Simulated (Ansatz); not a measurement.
The system is Se.

```xyz
3
Lattice="4.3662 0.0000 0.0000 -2.1831 3.7812 0.0000 0.0000 0.0000 4.9536" Properties=species:S:1:pos:R:3 pbc="T T T"
Se    1.6910    2.9289    0.0000
Se   -0.4921    0.8523    3.3024
Se    0.9841    0.0000    1.6512
```

Base run:

| Property | Result |
| --- | --- |
| Program | Ansatz 0.2.0 |
| Functional | LDA |
| Potentials or basis | Ansatz PAW |
| Cutoff | 420 eV |
| Density cutoff | 1680 eV |
| k mesh | 7 × 7 × 6 |
| Occupations | fermi-dirac, width 0.05 eV |
| Spin | no spin polarisation |

Its results: band gap on the k mesh 1.10 eV, indirect (least direct gap 1.41 eV); pressure -1.3 GPa; largest force 0.213 eV/Å.

Question: The run is repeated on the same cell with these changes: functional from LDA to revPBE. What comes out?

Answer: Band gap on the k mesh 1.26 eV, indirect (least direct gap 1.51 eV); pressure 4.0 GPa; largest force 0.392 eV/Å.

revPBE binds less tightly than LDA, so the same cell stands under more pressure.

Caveats: the k mesh misses the band edges, so the gap on the mesh is wider than the one along the path; the PAW data sets come from PBE, with cores solved anew for the run's functional, which leaves a small shift of forces and pressure; the potentials were made for another functional, which shifts forces and pressure (some runs).

Not every run made on this cell is shown here.
